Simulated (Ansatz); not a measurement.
# Lead, hcp under LDA: structure, energy and stiffness, part 2 of 2

Aim: take lead in the hcp structure, relax it, solve it on a dense k-mesh, switch on spin-orbit coupling, then scale the cell to 7 volumes from 88 to 112 % of the relaxed one and try a fit of the equation of state. The k-meshes are 10×10×6 for the relaxation; 17×17×9 for the dense run; 11×11×6 for spin-orbit coupling; 12×12×7 for the volumes.

Ansatz 0.2.0; DFT, LDA (PW92), plane waves (420 eV) with PAW, scalar-relativistic. The steps go on from the part before.

## Step 9: At 104 % of the relaxed volume

This is Pb in the hcp structure; at room conditions it is fcc.

input.yaml reads:

```yaml
crystal:
  lattice:
    - [3.4820531703, 0.0, 0.0]
    - [-1.7410265852, 3.0155465028, 0.0]
    - [0.0, 0.0, 5.7176507176]
  atoms:
    - { symbol: Pb, position: [0.3333333333, 0.6666666667, 0.25] }
    - { symbol: Pb, position: [0.6666666667, 0.3333333333, 0.75] }
hamiltonian:
  xc: lda
  pseudopotentials:
    kind: paw
    azcp:
      Pb: "pseudopotentials/Pb.paw.azcp"
basis:
  ecutwfc: 420
  fft_grid_basis: typed
kpoints:
  mp_grid: { grid: [12, 12, 7], shift: [0, 0, 0] }
magnetization:
  spin_polarized: false
scf:
  occupations: { method: fermi_dirac, width: 0.1 }
  lower_state_search: "off"
output:
  stress: true
  write_density: true
  write_potential: true
  elf: true
  volumetric_format: npy
```

The log of the run, cut to the lines that bear on the results:

```text
Warning: <dir> the record states the generating functional pbe (its physics header spells it `PBE`), which answers neither for hamiltonian.xc's functional nor for the lda family's — results may be inconsistent (PPs are generated against a specific XC)
Warning: RAYON_NUM_THREADS=2 ignored (pool sized by the plan → 2); use --threads N
[...]
Pseudopotentials: kind: paw
Pseudopotential: Pb, paw, valence charge 14, recommended cutoff 420 eV (normal), <dir>
Functional definition: SPW92
[...]
Crystal: 2 atoms, lattice volume = 60.037 Å³
Basis set: ecut = 420 eV, 1141 PW (Γ)
Bands: 18, of which v1, the nominal top of the filled ones, is band 14 counted from 1 (13 counted from 0)
Symmetry: 24 space group operations
Space group: P63/mmc (ITA 194), of the structure as read, at distance tolerance 3.9e-5 Å
k-points: 76 of 1008
[...]
SCF iter   1: F=—  HF=-23204.688377 eV  |F-HF|=—  |Δ(HF+E_count)|=         —  Δρ=4.80e-3  dr2=7.93e-3  ethr=1.77e-3  ⟨swp⟩=6.0  Hψ=6450  notcnv=0
[...]
SCF iter   7: F=-23204.683867 eV  HF=-23204.683867 eV  |F-HF|=3.03e-9  |Δ(HF+E_count)|=   2.95e-8  Δρ=2.56e-6  dr2=6.46e-9  ethr=3.57e-10  ⟨swp⟩=9.2  Hψ=8564  notcnv=0
[...]
SCF converged after 7 iterations
Free energy (F): -23204.683867 eV
[...]
E sigma→0 (E₀):  -23204.663636 eV
Entropy (-TS):   -0.040461 eV (-20.231 meV/atom)
Fermi energy:    10.686500 eV
[...]
--- Stress (GPa, compression-positive) ---
       -1.873720      -0.000000       0.000000
       -0.000000      -1.873720       0.000000
        0.000000       0.000000      -1.133043
  P = ⅓ Tr σ = -1.6268 GPa (-16.268 kbar)
--- Band table (eV; the first three rows and the last of 76) ---
  k-point 0: bands = ["-6.2706", "-6.2409", "-6.2168", "-6.2168", "-6.1953", "-6.1953", "-6.1361", "-6.1361", "-5.9666", "-5.9666", "-1.1167", "2.4899", "6.4953", "16.3572", "16.3572", "18.1335", "18.1335", "18.1830"]
[...]
```

Run time: 2.9 s. Hardware: 2 threads of an Arm CPU, shared host; peak memory 0.35 GiB.

Density in a lattice plane of the grid's cell (edges 3.48 and 5.72 Å, at 0.333 of the third edge), which holds Pb.

Ten even steps from '0' (0.08 e/Å³) to '9' (9.47 e/Å³):
```
00000000000000
00000000011000
00000001233210
00000012577420
00000013799520
00000012577420
00000001233210
00000000011000
00000000000000
00000000000000
00000000000000
00000000000000
00000000000000
00000000000000
00000000000000
00000000000000
00000000000000
00000000000000
00000000000000
00000000000000
```
Columns run along the first of these edges and rows up along the second, over one cell in 14 and 20 even steps from the bottom left corner. Atoms in the plane (fractional): Pb at (0.67, 0.75).

ELF in the same plane.

Ten even steps from '0' (0.00) to '9' (0.42):
```
54344578888876
75445789999998
86457899645799
86557996100279
87557994000169
86557996100379
86457899645799
75445789999998
54334578888876
44444456777655
56665544455444
77887654444456
88888765444457
89998875444567
89999876444567
89998875444567
88888765444457
77887654444456
56665544555444
44444456777654
```
Columns run along the first of these edges and rows up along the second, over one cell in 14 and 20 even steps from the bottom left corner. Atoms in the plane (fractional): Pb at (0.67, 0.75).

Both are smooth fields of the valence electrons: close to the nuclei they are not physical.

## Step 10: At 108 % of the relaxed volume

input.yaml: that of step 9 with these lines changed.

```diff
@@ -2,5 +2,5 @@
   lattice:
-    - [3.4820531703, 0.0, 0.0]
-    - [-1.7410265852, 3.0155465028, 0.0]
-    - [0.0, 0.0, 5.7176507176]
+    - [3.5261344723, 0.0, 0.0]
+    - [-1.7630672362, 3.0537220302, 0.0]
+    - [0.0, 0.0, 5.7900337272]
   atoms:
```

The log of the run, cut to the lines that bear on the results:

```text
Warning: <dir> the record states the generating functional pbe (its physics header spells it `PBE`), which answers neither for hamiltonian.xc's functional nor for the lda family's — results may be inconsistent (PPs are generated against a specific XC)
Warning: RAYON_NUM_THREADS=2 ignored (pool sized by the plan → 2); use --threads N
[...]
[... 3 set-up lines as earlier in the session ...]
[...]
Crystal: 2 atoms, lattice volume = 62.346 Å³
Basis set: ecut = 420 eV, 1225 PW (Γ)
Bands: 18, of which v1, the nominal top of the filled ones, is band 14 counted from 1 (13 counted from 0)
[... 1 set-up line as earlier in the session ...]
Space group: P63/mmc (ITA 194), of the structure as read, at distance tolerance 4.0e-5 Å
k-points: 76 of 1008
[...]
SCF iter   1: F=—  HF=-23204.653571 eV  |F-HF|=—  |Δ(HF+E_count)|=         —  Δρ=4.72e-3  dr2=7.89e-3  ethr=1.77e-3  ⟨swp⟩=5.9  Hψ=6366  notcnv=0
[...]
SCF iter   7: F=-23204.649264 eV  HF=-23204.649264 eV  |F-HF|=8.91e-9  |Δ(HF+E_count)|=   4.26e-8  Δρ=3.52e-6  dr2=1.12e-8  ethr=3.57e-10  ⟨swp⟩=9.2  Hψ=8970  notcnv=0
[...]
SCF converged after 7 iterations
Free energy (F): -23204.649264 eV
[...]
E sigma→0 (E₀):  -23204.628894 eV
Entropy (-TS):   -0.040739 eV (-20.369 meV/atom)
Fermi energy:    10.129742 eV
[...]
--- Stress (GPa, compression-positive) ---
       -3.428251       0.000000       0.000000
        0.000000      -3.428251       0.000000
        0.000000       0.000000      -2.497504
  P = ⅓ Tr σ = -3.1180 GPa (-31.180 kbar)
--- Band table (eV; the first three rows and the last of 76) ---
  k-point 0: bands = ["-6.7878", "-6.7664", "-6.7457", "-6.7457", "-6.7270", "-6.7270", "-6.6733", "-6.6733", "-6.5213", "-6.5213", "-1.4180", "1.9715", "6.1276", "15.5900", "15.5900", "17.2813", "17.2813", "17.3292"]
[...]
```

It took 2.9 s on 2 threads of an Arm CPU, shared host; peak memory 0.35 GiB.

## Step 11: At 112 % of the relaxed volume

input.yaml: that of step 10 with these lines changed.

```diff
@@ -2,5 +2,5 @@
   lattice:
-    - [3.5261344723, 0.0, 0.0]
-    - [-1.7630672362, 3.0537220302, 0.0]
-    - [0.0, 0.0, 5.7900337272]
+    - [3.5691403507, 0.0, 0.0]
+    - [-1.7845701754, 3.0909662133, 0.0]
+    - [0.0, 0.0, 5.8606508542]
   atoms:
@@ -26,5 +26 @@
   stress: true
-  write_density: true
-  write_potential: true
-  elf: true
-  volumetric_format: npy
```

The log of the run, cut to the lines that bear on the results:

```text
Warning: <dir> the record states the generating functional pbe (its physics header spells it `PBE`), which answers neither for hamiltonian.xc's functional nor for the lda family's — results may be inconsistent (PPs are generated against a specific XC)
Warning: RAYON_NUM_THREADS=2 ignored (pool sized by the plan → 2); use --threads N
[...]
[... 3 set-up lines as earlier in the session ...]
[...]
Crystal: 2 atoms, lattice volume = 64.655 Å³
Basis set: ecut = 420 eV, 1273 PW (Γ)
Bands: 18, of which v1, the nominal top of the filled ones, is band 14 counted from 1 (13 counted from 0)
[... 2 set-up lines as earlier in the session ...]
k-points: 76 of 1008
[...]
SCF iter   1: F=—  HF=-23204.599559 eV  |F-HF|=—  |Δ(HF+E_count)|=         —  Δρ=4.53e-3  dr2=7.55e-3  ethr=1.77e-3  ⟨swp⟩=5.9  Hψ=6303  notcnv=0
[...]
SCF iter   7: F=-23204.595471 eV  HF=-23204.595471 eV  |F-HF|=1.38e-8  |Δ(HF+E_count)|=   4.87e-8  Δρ=4.26e-6  dr2=1.62e-8  ethr=3.57e-10  ⟨swp⟩=4.1  Hψ=4835  notcnv=0
[...]
SCF converged after 7 iterations
Free energy (F): -23204.595471 eV
[...]
E sigma→0 (E₀):  -23204.574944 eV
Entropy (-TS):   -0.041053 eV (-20.527 meV/atom)
Fermi energy:    9.615070 eV
[...]
--- Stress (GPa, compression-positive) ---
       -4.645083      -0.000000       0.000000
       -0.000000      -4.645083       0.000000
        0.000000       0.000000      -3.614803
  P = ⅓ Tr σ = -4.3017 GPa (-43.017 kbar)
```

It took 2.1 s on 2 threads of an Arm CPU, shared host; peak memory 0.34 GiB.

## Step 12: The equation of state

All volumes keep the relaxed shape and fractional coordinates.

| V (Å³/atom) | E − E₀ (meV/atom) | P from the stress (GPa) | P from the fit (GPa) |
| --- | --- | --- | --- |
| 25.400 | 92.4 | 9.40 | 9.37 |
| 26.555 | 39.1 | 5.61 | 5.59 |
| 27.709 | 10.0 | 2.62 | 2.60 |
| 28.864 | 0.1 | 0.25 | 0.24 |
| 30.019 | 5.4 | -1.63 | -1.64 |
| 31.173 | 22.8 | -3.12 | -3.13 |
| 32.328 | 49.8 | -4.30 | -4.31 |

Fit (Birch-Murnaghan, third order): V₀ = 28.996 Å³/atom, B₀ = 51 GPa, B₀′ = 4.8, largest residual 0.01 meV/atom.

## Step 13: Results

This closing draws on all 2 parts.

```
                      quantity                                   value
space group (spins left aside)                      P6_3/mmc (No. 194)
             conventional cell  a = 3.437 Å, c = 5.643 Å (c/a = 1.642)
                        volume                          28.864 Å³/atom
             shortest distance                                 3.437 Å
               gap on the mesh            none (levels filled in part)
               relative to fcc                            +11 meV/atom
                   V₀, B₀, B₀′             28.996 Å³/atom, 51 GPa, 4.8
```

In words: From the guessed start the volume shrank by 4.8 % in 5 steps. It lies 11 meV/atom above the element's reference form at the same level (fcc, from a run of its own). Levels at the Fermi energy are filled in part, as in a metal. The total energy of the spin-orbit run lies -36.9 eV/atom from the scalar one, but the two kinds of run don't share a zero of energy: only differences within one kind count. The fitted modulus is 51 GPa; letting shape and positions relax at each volume could only lower it. The symmetry was held, so the structure may be unstable against distortions that break it.
